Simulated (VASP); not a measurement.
# TaS2 (P-3m1) in VASP: further runs, part 2 of 2

VASP 6.6.1.

## 4. Single point, PBE

Contents of INCAR:

```
SYSTEM = TaS2
PREC     = Accurate       ! precision mode
ENCUT    = 520            ! plane-wave cutoff, eV
EDIFF    = 1E-6           ! SCF threshold, eV
ISMEAR   = 0              ! smearing method
SIGMA    = 0.026000000000000002 ! smearing width, eV
LREAL    = .FALSE.        ! projectors in reciprocal space
LASPH    = .TRUE.         ! aspherical terms in the spheres
NELM     = 80             ! most SCF steps
ALGO     = Normal         ! electronic algorithm
ISIF     = 2              ! what is computed and relaxed
LWAVE    = .FALSE.        ! write WAVECAR
LCHARG   = .TRUE.         ! write CHGCAR
GGA      = PE             ! functional
LELF     = .TRUE.         ! ELF
LVHAR    = .TRUE.       
NBANDS   = 18             ! bands
```

Contents of KPOINTS:

```
Automatic mesh
0
G
  9 9 5
  0 0 0
```

Contents of POSCAR:

```
TaS2
1.0
    3.3500000000      0.0000000000      0.0000000000
   -1.6750000000      2.9011851027      0.0000000000
    0.0000000000      0.0000000000      5.8600000000
Ta S
1 2
Direct
    0.0000000000      0.0000000000      0.0000000000
    0.6666666667      0.3333333333      0.7500000000
    0.3333333333      0.6666666667      0.2500000000
```

Potentials or basis: VASP PAW PBE potentials, release 64 (Ta_pv, S).

Launch:

```sh
cat potpaw_PBE.64/Ta_pv/POTCAR potpaw_PBE.64/S/POTCAR > POTCAR
mpirun -np 1 vasp_std > vasp.out
```

OUTCAR:

```text
SYSTEM = TaS2
   PREC = Accurate
   ENCUT = 520
   EDIFF = 1E-6
   ISMEAR = 0
   LREAL = .FALSE.
   LASPH = .TRUE.
   NELM = 80
   ISIF = 2
   GGA = PE

 ion  position               nearest neighbor table
   1  0.000  0.000  0.000-   2 2.43   3 2.43   2 2.43   3 2.43   2 2.43   3 2.43
   2  0.667  0.333  0.750-   1 2.43   1 2.43   1 2.43
   3  0.333  0.667  0.250-   1 2.43   1 2.43   1 2.43

  LATTYP: Found a hexagonal cell.
 ALAT       =     3.3500000000
 C/A-ratio  =     1.7492537313

  Lattice vectors:

 A1 = (   3.3500000000,   0.0000000000,   0.0000000000)
 A2 = (  -1.6750000000,   2.9011851027,   0.0000000000)
 A3 = (   0.0000000000,   0.0000000000,   5.8600000000)

Analysis of symmetry for initial positions (statically):
=====================================================================
 Subroutine PRICEL returns:
 Original cell was already a primitive cell.

 Routine SETGRP: Setting up the symmetry group for a
 hexagonal supercell.

 Subroutine GETGRP returns: Found 12 space group operations
 (whereof 12 operations were pure point group operations)
 out of a pool of 24 trial point group operations.

The static configuration has the point symmetry D_3d.

Analysis of symmetry for dynamics (positions and initial velocities):
=====================================================================
 Subroutine PRICEL returns:
 Original cell was already a primitive cell.

 Routine SETGRP: Setting up the symmetry group for a
 hexagonal supercell.

 Subroutine GETGRP returns: Found 12 space group operations
 (whereof 12 operations were pure point group operations)
 out of a pool of 24 trial point group operations.

The dynamic configuration has the point symmetry D_3d.

 Subroutine INISYM returns: Found 12 space group operations
 (whereof 12 operations are pure point group operations),
 and found     1 'primitive' translations

[... 138 lines left out ...]
   IALGO  =     38    algorithm
   IMIX   =      4    mixing-type and parameters
     AMIX     =   0.40;   BMIX     =  1.00
     AMIX_MAG =   1.60;   BMIX_MAG =  1.00
  volume/ion in A,a.u.               =      18.98       128.11
  Fermi-wavevector in a.u.,A,eV,Ry     =   1.210073  2.286706 19.922686  1.464276
  Thomas-Fermi vector in A             =   2.345631
   LORBIT       =      0    0 simple, 1 ext, 2 COOP (PROOUT), +10 PAW based schemes
   GGA     = PE    functional components
   LHFCALC =     F    Hartree Fock is set to
   AEXX    =    0.0000 exact exchange contribution
   IVDW    =     0    specifies the selected vdW correction
   LEPSILON=     F    determine dielectric tensor
   LRPA    =     F    only Hartree local field effects (RPA)
 non-spin polarized calculation
 Gauss-broadening in eV      SIGMA  =   0.03
  energy-cutoff  :      520.00
  volume of cell :       56.95
 maximum number of plane-waves:      1569
 NGX is ok and might be reduce to    28
   NGX = 13   NGY = 13   NGZ = 21

 number of electron      22.9999999 magnetization

 Free energy of the ion-electron system (eV)
  ---------------------------------------------------
  ext. energy  EPLUGINS =         0.00000000
  ---------------------------------------------------
  free energy    TOTEN  =       -23.01283955 eV

  energy without entropy =      -23.01193410  energy(sigma->0) =      -23.01238683

 E-fermi :   5.6694     XC(G=0): -10.5172

 val. band max:        5.6636877677   @ k =   0.2222   0.1111   0.0000
 cond. band min:       5.6726200559   @ k =   0.0000   0.0000   0.4000
 fundamental gap:      0.0089322882
 Fermi energy:         5.6694309304

 k-point     1 :       0.0000    0.0000    0.0000
  band No.  band energies     occupation
      1     -29.6003      2.00000
      2     -29.5790      2.00000
      3     -29.5790      2.00000
      4      -9.4863      2.00000
      5      -7.4017      2.00000
      6      -1.3253      2.00000
[... 817 lines left out ...]
      5      -7.0313      2.00000
      6      -1.3043      2.00000
[... 10 lines left out ...]
     17      11.0444      0.00000
     18      11.5219      0.00000

 [... further k-points ...]

------------------------ aborting loop because EDIFF is reached ----------------------------------------

  FORCE on cell =-STRESS in cart. coord.  units (eV):
  Direction    XX          YY          ZZ          XY          YZ          ZX
  --------------------------------------------------------------------------------------
  -------------------------------------------------------------------------------------
  Total        2.6448909      2.6448909      4.4621359      0.0000000      0.0000000      0.0000000
  in kB       74.4047187     74.4047187    125.5265269      0.0000000      0.0000000      0.0000000
  external PRESSURE =      91.4453214 kB  Pullay stress =       0.0000000 kB

 VOLUME and BASIS-vectors are now :
 -----------------------------------------------------------------------------
  energy-cutoff  :      520.00
  volume of cell :       56.95
      direct lattice vectors                 reciprocal lattice vectors
     3.350000000  0.000000000  0.000000000     0.298507463  0.172343364  0.000000000
    -1.675000000  2.901185103  0.000000000     0.000000000  0.344686728  0.000000000
     0.000000000  0.000000000  5.860000000     0.000000000  0.000000000  0.170648464

 POSITION                                       TOTAL-FORCE (eV/Angst)
 -----------------------------------------------------------------------------------
      0.00000      0.00000      0.00000        -0.000000      0.000000      0.000000
      1.67500      0.96706      4.39500         0.000000     -0.000000     -1.260549
     -0.00000      1.93412      1.46500         0.000000      0.000000      1.260549
 -----------------------------------------------------------------------------------
    total drift:                               -0.000000     -0.000000     -0.000000

  FREE ENERGIE OF THE ION-ELECTRON SYSTEM (eV)
  ---------------------------------------------------
  free  energy   TOTEN  =       -23.0128395520 eV

  energy  without entropy=      -23.0119341007  energy(sigma->0) =      -23.01238683
```

It took 43 s on 1 thread of Intel Xeon Platinum 8488C (Sapphire Rapids), shared host; peak memory 0.21 GiB.

What came out:

```yaml
Free_energy: -23.0128 eV
Pressure: 9.1 GPa
Largest_force: 1.261 eV/Å
Band_gap_on_the_k_mesh: none (metal or under the smearing width)
```

Forces on the atoms (eV/Å):
```
Ta   0.000  0.000  0.000
S    0.000  0.000 -1.261
S    0.000  0.000  1.261
```

Caveat: this functional lacks dispersion, which binds the layers, so the pressure and a relaxed spacing across them are unreliable; forces of over 1 eV/Å show positions far from the minimum, so gaps and moduli don't describe the material at rest.

## 5. Single point, PBE

Contents of INCAR:

```
PREC     = Accurate       # precision mode
ENCUT    = 520            # plane-wave cutoff, eV
EDIFF    = 1E-6           # SCF threshold, eV
ISMEAR   = 0              # smearing method
SIGMA    = 0.012          # smearing width, eV
LREAL    = False          # projectors in reciprocal space
LASPH    = True           # aspherical terms in the spheres
NELM     = 100            # most SCF steps
ALGO     = Normal         # electronic algorithm
ISIF     = 2              # what is computed and relaxed
LWAVE    = False          # write WAVECAR
LCHARG   = False          # write CHGCAR
GGA      = PE             # functional
NBANDS   = 18             # bands
```

Contents of KPOINTS:

```
regular mesh
0
Gamma
  9 9 5
```

POSCAR is that of step 4.

Launch:

```sh
cat potpaw_PBE.64/Ta_pv/POTCAR potpaw_PBE.64/S/POTCAR > POTCAR
mpirun -np 1 vasp_std > vasp.out
```

It took 45 s on 1 thread of Intel Xeon Platinum 8488C (Sapphire Rapids), shared host; peak memory 0.2 GiB.

The run converged. Its results:

* Free energy: -23.0125 eV
* Pressure: 9.1 GPa
* Largest force: 1.267 eV/Å
* Band gap on the k mesh: none (metal or under the smearing width)

Forces in eV/Å, atoms in the order of the input:
```
Ta   0.000  0.000  0.000
S    0.000  0.000 -1.267
S    0.000  0.000  1.267
```

Stress tensor (GPa, compression positive):
```
 7.42  0.00  0.00
 0.00  7.42  0.00
 0.00  0.00 12.60
```

Levels at points of the mesh, in eV from the Fermi level:
```csv
k point,band 9,band 10,band 11,band 12,band 13,band 14
"(0.00, 0.00, 0.00)",-1.34,-0.80,-0.80,0.03,0.03,0.28
```

Caveat: this functional lacks dispersion, which binds the layers, so the pressure and a relaxed spacing across them are unreliable; forces of over 1 eV/Å show positions far from the minimum, so gaps and moduli don't describe the material at rest.

## 6. The reference run

An earlier run on the cell as given: functional PBE; potentials or basis VASP PAW PBE potentials, release 64 (Ta_pv, S); cutoff 520 eV; k mesh 9 × 9 × 5; occupations fermi-dirac, width 0.05 eV; no spin polarisation.

* Pressure: 9.2 GPa
* Largest force: 1.243 eV/Å
* Band gap on the k mesh: none (metal or under the smearing width)

## 7. The runs side by side

```csv
task,cell,cutoff (eV),smearing,gap on the mesh (eV),pressure (GPa),largest force (eV/Å)
single point,as given,520,gaussian 0.011 eV,none,9.1,1.27
relaxation of cell and atoms,relaxed,600,fermi-dirac 0.05 eV,none,0.0,0.01
single point,as given,520,gaussian 0.026 eV,none,9.1,1.26
single point,as given,520,gaussian 0.012 eV,none,9.1,1.27
single point,as given,520,fermi-dirac 0.05 eV,none,9.2,1.24
```

Alike in all rows: level PBE; potentials or basis VASP PAW PBE potentials, release 64 (Ta_pv, S); no spin polarisation; k mesh 9 × 9 × 5.

Every run on the cell as given and a fine mesh finds a metal.

Caveats: this functional lacks dispersion, which binds the layers, so the pressure and a relaxed spacing across them are unreliable; forces of over 1 eV/Å show positions far from the minimum, so gaps and moduli don't describe the material at rest (some runs).

Absolute energies hang on the potentials; compare differences alone.
